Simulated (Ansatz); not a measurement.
# Bi: which structure wins, scalar-relativistic

Which of fcc, bcc, hcp, sc, diamond is lowest for Bi, scalar-relativistic? Methods of the runs shown: LAPW. Companion runs by PAW are cited.

Method: DFT, PBE, all-electron LAPW, scalar-relativistic, in Ansatz 0.2.0.

## Step 1: The system as given

It takes space group Fm-3m (No. 225, cubic). Conventional cell: a = 5.032 Å, b = 5.032 Å, c = 5.032 Å, α = 90.00°, β = 90.00°, γ = 90.00°. Around Bi (site symmetry m-3m) lie 12 Bi at 3.56 Å.

Coordinates:

```cif
data_structure
_symmetry_space_group_name_H-M 'P 1'
_symmetry_Int_Tables_number 1
_cell_length_a 3.5584
_cell_length_b 3.5584
_cell_length_c 3.5584
_cell_angle_alpha 60.000
_cell_angle_beta 60.000
_cell_angle_gamma 60.000
_cell_volume 31.86
loop_
_atom_site_label
_atom_site_type_symbol
_atom_site_fract_x
_atom_site_fract_y
_atom_site_fract_z
_atom_site_occupancy
Bi1 Bi 0.00000 0.00000 0.00000 1
```

## Step 2: Fcc relaxed, LAPW

File input.yaml:

```yaml
crystal:
  lattice:
    - [0.0, 2.5161747668, 2.5161747668]
    - [2.5161747668, 0.0, 2.5161747668]
    - [2.5161747668, 2.5161747668, 0.0]
  atoms:
    - { symbol: Bi, position: [0.0, 0.0, 0.0] }
kpoints:
  mp_grid: { grid: [14, 14, 14] }
scf:
  occupations: { method: fermi_dirac, width: 0.05 }
hamiltonian:
  xc: pbe
  pseudopotentials: { kind: all_electron, lapw: { basis_error: 0.0005 } }
output:
  forces: true
  stress: true
  eigenvalues: true
  populations: true
relax:
  f_tol: 0.005
  max_steps: 25
  cell: {}
```

On the command line:

```console
$ ansatz run input.yaml --threads 1 --pin off --max-ram 3072MiB --backend cpu --events-out ev --progress --plain --runs-dir out
```

The runs that follow: Bcc relaxed, LAPW; Hcp relaxed, LAPW; Sc relaxed, LAPW; Diamond relaxed, LAPW.

What does the calculation give? Wanted: lowest (for each run or level that gives them).

As calculated:

| quantity | value |
| --- | --- |
| lowest (LAPW) | sc, 97.5 meV/atom under bcc |
| lowest (PAW) | sc, 97.5 meV/atom under bcc |

By LAPW the order is sc < bcc < hcp < fcc < diamond. By PAW the order is sc < bcc < hcp < fcc < diamond. The methods agree on the lowest phase. Only these structures were tried, with electrons smeared by 0.05 eV and without vibrations, so the true ground state may be another. The k meshes differ between phases and weren't tested, which can move differences by some meV. Spin-orbit coupling is left out, though the cell holds Bi; in elements this heavy it can shift bands and gaps by tenths of an eV.
